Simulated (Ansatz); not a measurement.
# KMgF3: the cost of one run

Computed with the Python package of Ansatz 0.2.0. Level of theory: DFT PBE, plane waves, norm-conserving potentials.

**1. The structure**

KMgF3 Pm-3m: The structure is cubic, space group Pm-3m (No. 221). The conventional cell has a = 3.986 Å, b = 3.986 Å, c = 3.986 Å, α = 90.00°, β = 90.00°, γ = 90.00°. Around K (site symmetry m-3m) lie 12 F at 2.82 Å. Mg (site symmetry m-3m) has 6 F at 1.99 Å as nearest neighbours. Around F (site symmetry 4/mmm) lie 2 Mg at 1.99 Å and 4 K at 2.82 Å.

KF Fm-3m: The structure is cubic, space group Fm-3m (No. 225). The conventional cell has a = 5.344 Å, b = 5.344 Å, c = 5.344 Å, α = 90.00°, β = 90.00°, γ = 90.00°. K (site symmetry m-3m) is surrounded by 6 F at 2.67 Å. F (site symmetry m-3m) has 6 K at 2.67 Å as nearest neighbours.

MgF2 P4_2/mnm: The structure is tetragonal, space group P4_2/mnm (No. 136). Conventional cell: a = 4.625 Å, b = 4.625 Å, c = 3.052 Å, α = 90.00°, β = 90.00°, γ = 90.00°. Mg (site symmetry mmm) has 6 F at 1.98 to 2.00 Å as nearest neighbours. F (site symmetry m2m) has 3 Mg at 1.98 to 2.00 Å as nearest neighbours.

The script holds or builds the structure itself.

**2. The code**

File reaction.py:

```python
"""Reaction energy of KMgF3 from KF and MgF2, after relaxing atoms and volume at fixed cell shape."""

from collections import Counter

import ansatz as az
import numpy as np

XC = "pbe"
KSPACING = 0.34
SMEARING = "fixed"

PHASES = {
    "KMgF3 Pm-3m": (
        [(3.9859, 0.0, 0.0), (0.0, 3.9859, 0.0), (0.0, 0.0, 3.9859)],
        [
            ("K", (0.5, 0.5, 0.5)),
            ("Mg", (0.0, 0.0, 0.0)),
            ("F", (0.5, 0.0, 0.0)),
            ("F", (0.0, 0.5, 0.0)),
            ("F", (0.0, 0.0, 0.5)),
        ],
    ),
    "KF Fm-3m": (
        [(0.0, 2.67185, 2.67185), (2.67185, 0.0, 2.67185), (2.67185, 2.67185, 0.0)],
        [
            ("K", (0.0, 0.0, 0.0)),
            ("F", (0.5, 0.5, 0.5)),
        ],
    ),
    "MgF2 P4_2/mnm": (
        [(4.625, 0.0, 0.0), (0.0, 4.625, 0.0), (0.0, 0.0, 3.052)],
        [
            ("Mg", (0.0, 0.0, 0.0)),
            ("Mg", (0.5, 0.5, 0.5)),
            ("F", (0.303, 0.303, 0.0)),
            ("F", (0.197, 0.803, 0.5)),
            ("F", (0.697, 0.697, 0.0)),
            ("F", (0.803, 0.197, 0.5)),
        ],
    ),
}


def build(vectors, sites):
    crystal = az.Crystal(lattice=az.Lattice.of(vectors))
    for symbol, position in sites:
        crystal = crystal.atom(symbol, position)
    return crystal


def compute(name, crystal):
    calc = (
        crystal.calculation()
        .scf(algorithm="direct_min")
        .functional(XC)
        .pseudopotentials("nc")
        .kpoints(spacing=KSPACING)
        .occupations(SMEARING)
        .stress()
    )
    calc = calc.relax(force_tolerance=0.02, fix_cell=["shape"])
    return calc.run(threads=1, backend="cpu")


def counts(outcome):
    return Counter(site.symbol for site in outcome.lattice.sites)


def volume_per_atom(outcome):
    return abs(np.linalg.det(outcome.lattice.cell_ang)) / len(outcome.lattice.sites)


def main() -> None:
    phases = {name: build(*cell) for name, cell in PHASES.items()}

    done = {name: compute(name, crystal) for name, crystal in phases.items()}

    # balance the reaction cell by cell
    elements = sorted(counts(done["KMgF3 Pm-3m"]))
    matrix = np.array([[counts(done[name])[e] for name in ("KF Fm-3m", "MgF2 P4_2/mnm")] for e in elements], float)
    x = np.linalg.lstsq(matrix, [counts(done["KMgF3 Pm-3m"])[e] for e in elements], rcond=None)[0]
    energy = done["KMgF3 Pm-3m"].report["free_energy_ev"] - sum(k * done[name].report["free_energy_ev"] for k, name in zip(x, ("KF Fm-3m", "MgF2 P4_2/mnm")))
    n = len(done["KMgF3 Pm-3m"].lattice.sites)
    before = sum(k * len(done[name].lattice.sites) * volume_per_atom(done[name]) for k, name in zip(x, ("KF Fm-3m", "MgF2 P4_2/mnm"))) / n
    print(f"{x[0]:.3f} cells of KF Fm-3m + {x[1]:.3f} cells of MgF2 P4_2/mnm -> 1 cell of KMgF3 Pm-3m")
    print(f"reaction energy {1000 * energy / n:+.1f} meV/atom ({96.4853 * energy / n:+.2f} kJ per mole of atoms)")
    print(f"volume per atom {before:.3f} -> {volume_per_atom(done['KMgF3 Pm-3m']):.3f} A^3")


if __name__ == "__main__":
    main()
```

**3. The input behind the calls**

The engine receives this input (first run):

```yaml
crystal:
  lattice:
    - [3.9859, 0.0, 0.0]
    - [0.0, 3.9859, 0.0]
    - [0.0, 0.0, 3.9859]
  atoms:
    - { symbol: K, position: [0.5, 0.5, 0.5] }
    - { symbol: Mg, position: [0.0, 0.0, 0.0] }
    - { symbol: F, position: [0.5, 0.0, 0.0] }
    - { symbol: F, position: [0.0, 0.5, 0.0] }
    - { symbol: F, position: [0.0, 0.0, 0.5] }
kpoints:
  mp_grid:
    kspacing: 0.34
hamiltonian:
  xc: pbe
  pseudopotentials:
    kind: nc
scf:
  algorithm: direct_min
  occupations:
    method: fixed
relax:
  f_tol: 0.02
  cell:
    fix: [shape]
output:
  stress: true
```

**4. The run**

On the command line:

```
> python reaction.py
```

**Question.** How long does this script take on 1 thread of Arm Neoverse V1, shared host, and how much memory does it need?

About 4.1 min, with a peak of 0.85 GiB.
